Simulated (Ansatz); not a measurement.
# PbS: from a first guess to the relaxed rocksalt type

First guess:

```yaml
crystal:
  lattice:
    - [0.00000, 2.69344, 2.69344]
    - [2.69344, 0.00000, 2.69344]
    - [2.69344, 2.69344, 0.00000]
  atoms:
    - { symbol: Pb, position: [0.00000, 0.00000, 0.00000] }
    - { symbol: S, position: [0.50000, 0.50000, 0.50000] }
```

All numbers below come from DFT, PBE, PAW with Ansatz's default frozen-core files, scalar-relativistic (Ansatz 0.2.0).

Cell and atoms relax within the symmetry of the start on a 12×12×12 k mesh with 0.05 eV Fermi–Dirac smearing.

The start is built from a prototype, known or not as a phase of this compound; the cutoff is 420 eV.

No spin–orbit coupling, which matters for the heavy atoms here.

Task: What is the pressure of the first guess?

Result: 34.5 GPa.

Task: What does it relax to?

Result: a = 6.009 Å, b = 6.009 Å, c = 6.009 Å, α = 90.00°, β = 90.00°, γ = 90.00° (conventional cell), 27.12 Å³ per atom:
```xyz
2
Lattice="0.0000 3.0043 3.0043 3.0043 0.0000 3.0043 3.0043 3.0043 0.0000" Properties=species:S:1:pos:R:3 pbc="T T T"
Pb    0.0000    0.0000    0.0000
S     3.0043    3.0043    3.0043
```

Task: How much energy does the relaxation release?

Result: 615 meV/atom.
